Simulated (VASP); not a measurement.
# Re: relaxation of the atoms with LDA

Re, a slab with vacuum:

```
CELL_PARAMETERS angstrom
2.76785 0.00000 0.00000
-1.38392 2.39703 0.00000
0.00000 0.00000 23.92953
ATOMIC_POSITIONS crystal
Re 0.66667 0.33333 0.31342
Re 0.00000 0.00000 0.40665
Re 0.66667 0.33333 0.50000
Re 0.33333 0.66667 0.59335
Re 0.66667 0.33333 0.68658
```

The slab is cut from a database's or a generator's crystal, which needn't be the stable form of the element.

```
Program                   : VASP 6.6.1
Task                      : relaxation of the atoms
Functional                : LDA
Potentials or basis       : VASP PAW LDA potentials, release 64 (Re)
Cutoff                    : 520 eV
k mesh                    : 8 × 8 × 1
Occupations               : fermi-dirac, width 0.05 eV
Spin                      : no spin polarisation
Dipole correction         : yes
Atoms held fixed (from 0) : [0, 1]
Further INCAR settings    : ALGO = Fast; EDIFF = 1e-07; IBRION = 2; EDIFFG = -0.01; NSW = 40
```

```yaml
Energy_gained_by_relaxing: 31.6 meV/atom
Ionic_steps: 12
```

The path:
```csv
step,energy change (eV),largest force (eV/Å),pressure (GPa)
1,0.0000,1.6725,-10.10
2,-0.1330,1.5936,-8.60
3,-0.1338,1.5877,-8.44
4,-0.1391,1.5764,-8.26
5,-0.1508,1.5391,-7.70
6,-0.1541,1.4626,-6.51
7,-0.1561,1.4920,-6.98
8,-0.1574,1.4828,-6.85
9,-0.1580,1.4313,-6.91
10,-0.1580,1.4298,-6.90
11,-0.1580,1.4281,-6.86
12,-0.1580,1.4290,-6.89
```

Final structure:
```yaml
crystal:
  lattice:
    - [2.76785, 0.00000, 0.00000]
    - [-1.38392, 2.39703, 0.00000]
    - [0.00000, 0.00000, 23.92953]
  atoms:
    - { symbol: Re, position: [0.66667, 0.33333, 0.31342] }
    - { symbol: Re, position: [0.00000, 0.00000, 0.40665] }
    - { symbol: Re, position: [0.66667, 0.33333, 0.49796] }
    - { symbol: Re, position: [0.33333, 0.66667, 0.59244] }
    - { symbol: Re, position: [0.66667, 0.33333, 0.67890] }
```

Levels at points of the mesh, in eV from the Fermi level:
```
           k point  band 14  band 15  band 16  band 17  band 18  band 19  band 20  band 21
(0.00, 0.00, 0.00)    -1.62    -1.39    -1.29    -1.29    -1.03    -1.03     0.01     0.68
(0.50, 0.00, 0.00)    -0.62    -0.20     0.47     1.08     2.22     2.35     2.68     3.53
```

It took 16 min on 1 thread of Intel(R) Xeon(R) Platinum 8488C (Sapphire Rapids) (shared host), peak memory 0.24 GiB.

Caveat: the bands computed are all filled at some k points, so no gap is given. Spin-orbit coupling is left out, which matters for the levels of Re.
